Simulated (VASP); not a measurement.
Si:

```
Si
1.0
     0.00000    2.71785    2.71785
     2.71785    0.00000    2.71785
     2.71785    2.71785    0.00000
Si
2
Direct
  0.75000 0.75000 0.75000
  0.50000 0.50000 0.50000
```

Base run:

```yaml
Program: VASP 6.6.1
Functional: PBE-EpsX
Potentials_or_basis: VASP PAW PBE potentials, release 64 (Si)
Cutoff: 520 eV
k_mesh: 6 × 6 × 6
Occupations: gaussian, width 0.03 eV
Spin: no spin polarisation
```

Its results: band gap on the k mesh 1.08 eV, indirect (least direct gap 2.98 eV); pressure 1.1 GPa.

Q: The run is repeated on the same cell with these changes: functional from PBE-EpsX to PBE0. What comes out?

A: Band gap on the k mesh 1.96 eV, indirect (least direct gap 3.99 eV); pressure -0.3 GPa.

Caveats: the PAW data sets were made with another functional, which shifts forces and pressure a little.
